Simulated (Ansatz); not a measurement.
# Ru (P6_3/mmc) in Ansatz: a series of runs

Runs on Ru. Level: BLYP. Tasks: single point, equation of state.

All numbers are computed with Ansatz 0.2.0; they aren't measurements. Logs are shortened: lines on timing, memory, paths and dates and some standing lists are left out, and cuts for length are marked.

## 1. Starting point

It takes space group P6_3/mmc (No. 194, hexagonal). The conventional cell has a = 2.706 Å, b = 2.706 Å, c = 4.282 Å, α = 90.00°, β = 90.00°, γ = 120.00°. Around Ru (site symmetry -6m2) lie 12 Ru at 2.65 to 2.71 Å.

## 2. Single point, BLYP, 12.76 Å³/atom (volume scaled by 0.94)

File input.yaml:

```yaml
crystal:
  lattice:
    - [2.650564093, 0.0, 0.0]
    - [-1.3252820465, 2.2954558389, 0.0]
    - [0.0, 0.0, 4.1944897589]
  atoms:
    - { symbol: Ru, position: [0.6666666667, 0.3333333333, 0.75] }
    - { symbol: Ru, position: [0.3333333333, 0.6666666667, 0.25] }
hamiltonian:
  xc: blyp
  pseudopotentials: { kind: paw }
kpoints:
  mp_grid: { grid: [11, 11, 6] }
scf:
  occupations: { method: fermi_dirac, width: 0.05 }
output:
  forces: true
  stress: true
  eigenvalues: true
  write_density: true
  write_potential: true
  elf: true
  volumetric_format: npy
```

Potentials or basis: Ansatz PAW.

On the command line:

```sh
$ ansatz run input.yaml --threads 2 --pin off --max-ram 5120MiB --backend cpu --events-out ev --progress --plain --runs-dir out
```

Output:

```text
Warning: RAYON_NUM_THREADS=2 ignored (pool sized by the plan → 2); use --threads N
Engine: ansatz 0.2.0, x86_64-unknown-linux-gnu
Pseudopotentials: kind: paw
Pseudopotential: Ru, paw, valence charge 16, recommended cutoff 420 eV (normal), Ru.paw.azcp
Functional definition: BLYP
  parameter beta = 0.0042
  parameter a = 0.04918
  parameter b = 0.132
  parameter c = 0.2533
  parameter d = 0.349
  exchange = b88_x(beta = beta)
  correlation = lyp_c(a = a, b = b, c = c, d = d)
Crystal: 2 atoms, lattice volume = 25.520 Å³
Basis set: ecut = 420 eV, 525 PW (Γ), exchange–correlation on 36×36×60 points (8 copies of the dense FFT grid, shifted against one another)
Bands: 20, of which v1, the nominal top of the filled ones, is band 16 counted from 1 (15 counted from 0)
Symmetry: 24 space group operations
Space group: P63/mmc (ITA 194), of the structure as read, at distance tolerance 2.9e-5 Å
k-points: 64 of 726
Non-local potential: Ru, projectors of the file, l = 0: 3, l = 1: 2, l = 2: 2, l = 3: 1
PAW form: soft (Blöchl's): semilocal exchange-correlation on the pseudo side does not see the compensation charge
PAW frozen core: Ru, regenerated for the run's functional, and the local potential with it (the file was generated under x = pbe(κ = 0.804, μ = 0.2195149727645171), c = pbe(β = 0.06672455060314922))
PAW one-centre angular grid: Ru, 590 points (default); XC on 64 Gauss nodes
Initial density: superposition of atomic densities (neutral atoms: chi_scale 0, normalization atom), corrected by the library's trained network
Initial wavefunctions: pseudopotential atomic-orbital guess
Functional: x = b88, c = lyp
SCF iter   1: F=—  HF=-11784.483827 eV  |F-HF|=—  |Δ(HF+E_count)|=         —  Δρ=1.74e-2  dr2=6.57e-2  ethr=1.77e-3  ⟨swp⟩=5.1  Hψ=5101  notcnv=0
preconditioner: auto → none  [metal: Δε(μ)=0.015 eV  Ē_g=6.268 eV  σ=0.050 eV  W_gap=0.08  n_scr=8 (ndim 8)  ℏωp=29.4 eV  f_vac=0.000  D(μ)=1.95/eV (n_scr^D=22)  sad-step TF]
SCF iter   2: F=—  HF=-11784.474155 eV  |F-HF|=—  |Δ(HF+E_count)|=   9.67e-3  Δρ=9.60e-3  dr2=1.95e-2  ethr=2.05e-4  ⟨swp⟩=2.0  Hψ=2026  notcnv=0  defer=3
SCF iter   3: F=—  HF=-11784.470716 eV  |F-HF|=—  |Δ(HF+E_count)|=   3.44e-3  Δρ=9.38e-4  dr2=8.83e-5  ethr=6.08e-5  ⟨swp⟩=2.1  Hψ=2083  notcnv=0  defer=3
SCF iter   4: F=—  HF=-11784.470734 eV  |F-HF|=—  |Δ(HF+E_count)|=   1.75e-5  Δρ=1.31e-4  dr2=1.39e-6  ethr=2.76e-7  ⟨swp⟩=2.5  Hψ=2129  notcnv=0  defer=3
SCF iter   5: F=—  HF=-11784.470734 eV  |F-HF|=—  |Δ(HF+E_count)|=   5.77e-7  Δρ=4.28e-5  dr2=1.18e-7  ethr=4.35e-9  ⟨swp⟩=2.0  Hψ=2310  notcnv=0  defer=3
SCF iter   6: F=-11784.470734 eV  HF=-11784.470734 eV  |F-HF|=3.71e-9  |Δ(HF+E_count)|=   1.27e-7  Δρ=8.26e-6  dr2=6.55e-9  ethr=3.13e-10  ⟨swp⟩=7.6  Hψ=7594  notcnv=0
SCF 1 converged in 6 iterations: F = -11784.470734 eV  dr2 = 6.55e-9
SCF converged after 6 iterations
Free energy (F): -11784.470734 eV
Harris-Foulkes:  -11784.470734 eV  (|F-HF|=3.71e-9)
Internal energy: -11784.455311 eV  (E = F + TS)
E sigma→0 (E₀):  -11784.463023 eV
Entropy (-TS):   -0.015423 eV (-7.712 meV/atom)
Fermi energy:    25.816379 eV
--- Per-component energies (eV) ---
  E_band       = -35.184366
  E_kinetic    = 1037.776008
  E_local      = -2396.067727  (includes V_loc(G=0)·N_el)
  E_nonlocal   = 687.978819
  E_hartree    = 775.289281
  E_xc         = -377.080237
  E_vxc        = -472.982196  (∫ρ·V_xc dr)
  E_paw        = -6957.079407  (= ΣΔE_a)
  E_vpaw       = -442.467858  (= ΣTr[D̂ρ^β])
  E_aug_tail   = -0.000472  (compensation charges beyond the density's cutoff)
  E_ewald      = -4555.449726
  E_core_change = 0.178150  (= ΣΔE_core)
  E_smearing   = -0.015423  (= −TS)
  E_closure    = -0.000000  (closes the sum)
  Σ components = -11784.470734   (vs F -11784.470734, Δ=0.00e0)
--- Forces (eV/Å), atoms counted from 1 ---
  atom   1  Ru     0.00000000    -0.00000000     0.00000000
  atom   2  Ru    -0.00000000     0.00000000     0.00000000
  max |Σ_I F_I| component: 2.31e-18 eV/Å
--- Stress (GPa, compression-positive) ---
       43.813985       0.000000       0.000000
       -0.000000      43.813985       0.000000
        0.000000       0.000000      45.399180
  P = ⅓ Tr σ = 44.3424 GPa (443.424 kbar)
--- Band table (eV; the first three rows and the last of 64) ---
  k-point 0: bands = ["-47.3610", "-47.0957", "-17.9736", "-16.8336", "-16.8336", "-16.6271", "-16.6271", "-16.5721", "17.7564", "19.2656", "23.0299", "23.0299", "23.2242", "23.7714", "23.7714", "24.3429", "24.3429", "27.1670", "27.1670", "27.5658"]
  k-point 1: bands = ["-47.3435", "-47.1138", "-17.8843", "-16.8199", "-16.8199", "-16.6711", "-16.6410", "-16.6410", "18.0832", "19.3851", "22.8655", "22.8655", "23.0684", "23.5817", "23.5817", "24.7728", "24.7728", "26.5389", "27.1772", "27.1772"]
  k-point 2: bands = ["-47.2957", "-47.1631", "-17.6372", "-16.9373", "-16.7824", "-16.7824", "-16.6791", "-16.6791", "18.9197", "19.6496", "22.7338", "22.7338", "22.7883", "23.1848", "23.1848", "24.5785", "25.6265", "25.6265", "27.0157", "27.0157"]
  k-point 63: bands = ["-47.0752", "-47.0752", "-17.7029", "-17.7029", "-17.3310", "-17.3310", "-16.8166", "-16.8166", "20.6319", "20.6319", "21.6234", "21.6234", "23.0288", "23.0288", "24.6772", "24.6772", "27.2818", "27.2818", "34.3400", "34.3400"]
```

It took 0.85 s on 2 threads of Intel Xeon Platinum 8488C (Sapphire Rapids), shared host; peak memory 0.39 GiB.

What came out:

- Free energy: -11784.4707 eV
- Pressure: 44.3 GPa
- Band gap on the k mesh: none (metal or under the smearing width)

Caveat: the PAW data sets come from PBE, with cores solved anew for the run's functional, which leaves a small shift of forces and pressure.

## 3. Single point, BLYP, 13.03 Å³/atom (volume scaled by 0.96)

Changes to input.yaml since step 2:

```diff
@@ -2,5 +2,5 @@
   lattice:
-    - [2.650564093, 0.0, 0.0]
-    - [-1.3252820465, 2.2954558389, 0.0]
-    - [0.0, 0.0, 4.1944897589]
+    - [2.6692306523, 0.0, 0.0]
+    - [-1.3346153261, 2.3116215535, 0.0]
+    - [0.0, 0.0, 4.2240293924]
   atoms:
@@ -19,5 +19 @@
   eigenvalues: true
-  write_density: true
-  write_potential: true
-  elf: true
-  volumetric_format: npy
```

Potentials or basis: Ansatz PAW.

On the command line:

```sh
$ ansatz run input.yaml --threads 2 --pin off --max-ram 5120MiB --backend cpu --events-out ev --progress --plain --runs-dir out
```

Wall time 0.65 s (2 threads of Intel Xeon Platinum 8488C (Sapphire Rapids), shared host); peak memory 0.39 GiB.

It converged, with:

| Quantity | Value |
| --- | --- |
| Free energy | -11784.6047 eV |
| Pressure | 34.9 GPa |
| Band gap on the k mesh | none (metal or under the smearing width) |

Caveat: the PAW data sets come from PBE, with cores solved anew for the run's functional, which leaves a small shift of forces and pressure.

## 4. Single point, BLYP, 13.30 Å³/atom (volume scaled by 0.98)

Changes to input.yaml since step 3:

```diff
@@ -2,5 +2,5 @@
   lattice:
-    - [2.6692306523, 0.0, 0.0]
-    - [-1.3346153261, 2.3116215535, 0.0]
-    - [0.0, 0.0, 4.2240293924]
+    - [2.6876397213, 0.0, 0.0]
+    - [-1.3438198606, 2.3275642749, 0.0]
+    - [0.0, 0.0, 4.2531615502]
   atoms:
@@ -19 +19,5 @@
   eigenvalues: true
+  write_density: true
+  write_potential: true
+  elf: true
+  volumetric_format: npy
```

On the command line:

```sh
$ ansatz run input.yaml --threads 2 --pin off --max-ram 5120MiB --backend cpu --events-out ev --progress --plain --runs-dir out
```

Run time: 0.85 s. Hardware: 2 threads of Intel Xeon Platinum 8488C (Sapphire Rapids), shared host; peak memory 0.4 GiB.

The run converged. Its results:

```yaml
Free_energy: -11784.7083 eV
Pressure: 26.4 GPa
Band_gap_on_the_k_mesh: none (metal or under the smearing width)
```

Caveat: the PAW data sets come from PBE, with cores solved anew for the run's functional, which leaves a small shift of forces and pressure.

## 5. Single point, BLYP, 13.57 Å³/atom

Changes to input.yaml since step 4:

```diff
@@ -2,5 +2,5 @@
   lattice:
-    - [2.6876397213, 0.0, 0.0]
-    - [-1.3438198606, 2.3275642749, 0.0]
-    - [0.0, 0.0, 4.2531615502]
+    - [2.7058, 0.0, 0.0]
+    - [-1.3529, 2.3432915376, 0.0]
+    - [0.0, 0.0, 4.2819]
   atoms:
```

On the command line:

```sh
$ ansatz run input.yaml --threads 2 --pin off --max-ram 5120MiB --backend cpu --events-out ev --progress --plain --runs-dir out
```

Run time: 0.87 s. Hardware: 2 threads of Intel Xeon Platinum 8488C (Sapphire Rapids), shared host; peak memory 0.4 GiB.

It converged, with:

```yaml
Free_energy: -11784.7847 eV
Pressure: 18.8 GPa
Band_gap_on_the_k_mesh: none (metal or under the smearing width)
```

Caveat: the PAW data sets come from PBE, with cores solved anew for the run's functional, which leaves a small shift of forces and pressure.

## 6. Single point, BLYP, 13.85 Å³/atom (volume scaled by 1.02)

Changes to input.yaml since step 5:

```diff
@@ -2,5 +2,5 @@
   lattice:
-    - [2.7058, 0.0, 0.0]
-    - [-1.3529, 2.3432915376, 0.0]
-    - [0.0, 0.0, 4.2819]
+    - [2.7237197275, 0.0, 0.0]
+    - [-1.3618598638, 2.3588104769, 0.0]
+    - [0.0, 0.0, 4.3102577801]
   atoms:
@@ -19,5 +19 @@
   eigenvalues: true
-  write_density: true
-  write_potential: true
-  elf: true
-  volumetric_format: npy
```

Potentials or basis: Ansatz PAW.

On the command line:

```sh
$ ansatz run input.yaml --threads 2 --pin off --max-ram 5120MiB --backend cpu --events-out ev --progress --plain --runs-dir out
```

It took 0.67 s on 2 threads of Intel Xeon Platinum 8488C (Sapphire Rapids), shared host; peak memory 0.4 GiB.

Results (log left out):

```yaml
Free_energy: -11784.8368 eV
Pressure: 12.0 GPa
Band_gap_on_the_k_mesh: none (metal or under the smearing width)
```

Caveat: the PAW data sets come from PBE, with cores solved anew for the run's functional, which leaves a small shift of forces and pressure.

## 7. Single point, BLYP, 14.12 Å³/atom (volume scaled by 1.04)

Changes to input.yaml since step 6:

```diff
@@ -2,5 +2,5 @@
   lattice:
-    - [2.7237197275, 0.0, 0.0]
-    - [-1.3618598638, 2.3588104769, 0.0]
-    - [0.0, 0.0, 4.3102577801]
+    - [2.7414067149, 0.0, 0.0]
+    - [-1.3707033574, 2.3741278572, 0.0]
+    - [0.0, 0.0, 4.3382472512]
   atoms:
@@ -19 +19,5 @@
   eigenvalues: true
+  write_density: true
+  write_potential: true
+  elf: true
+  volumetric_format: npy
```

On the command line:

```sh
$ ansatz run input.yaml --threads 2 --pin off --max-ram 5120MiB --backend cpu --events-out ev --progress --plain --runs-dir out
```

Run time: 0.88 s. Hardware: 2 threads of Intel Xeon Platinum 8488C (Sapphire Rapids), shared host; peak memory 0.4 GiB.

Results (log left out):

| Property | Result |
| --- | --- |
| Free energy | -11784.8671 eV |
| Pressure | 6.0 GPa |
| Band gap on the k mesh | none (metal or under the smearing width) |

Caveat: the PAW data sets come from PBE, with cores solved anew for the run's functional, which leaves a small shift of forces and pressure.

## 8. Single point, BLYP, 14.39 Å³/atom (volume scaled by 1.06)

Changes to input.yaml since step 7:

```diff
@@ -2,5 +2,5 @@
   lattice:
-    - [2.7414067149, 0.0, 0.0]
-    - [-1.3707033574, 2.3741278572, 0.0]
-    - [0.0, 0.0, 4.3382472512]
+    - [2.7588683749, 0.0, 0.0]
+    - [-1.3794341875, 2.3892500984, 0.0]
+    - [0.0, 0.0, 4.3658801443]
   atoms:
@@ -19,5 +19 @@
   eigenvalues: true
-  write_density: true
-  write_potential: true
-  elf: true
-  volumetric_format: npy
```

On the command line:

```sh
$ ansatz run input.yaml --threads 2 --pin off --max-ram 5120MiB --backend cpu --events-out ev --progress --plain --runs-dir out
```

Wall time 0.69 s (2 threads of Intel Xeon Platinum 8488C (Sapphire Rapids), shared host); peak memory 0.4 GiB.

It converged, with:

```
Free energy            : -11784.8780 eV
Pressure               : 0.6 GPa
Band gap on the k mesh : none (metal or under the smearing width)
```

Caveat: the PAW data sets come from PBE, with cores solved anew for the run's functional, which leaves a small shift of forces and pressure.

## 9. Equation of state, BLYP

Potentials or basis: Ansatz PAW.

No new run: the results of the series are fitted here.

What came out:

- Equilibrium volume: 14.42 Å³/atom (rough: see the caveat)
- Bulk modulus at fixed shape and positions: 270 GPa (rough)

Energy against volume, from the lowest point:
```csv
volume (Å³/atom),energy (meV/atom)
12.760,203.65
13.032,136.68
13.303,84.88
13.575,46.67
13.846,20.62
14.118,5.44
14.389,0.00
```

Caveat: the potentials were made for another functional, which shifts forces and pressure; the minimum lies outside the volumes run; the cell was scaled at fixed shape and fractional positions, which overstates the stiffness of a crystal with free parameters, most of all of layers and chains.
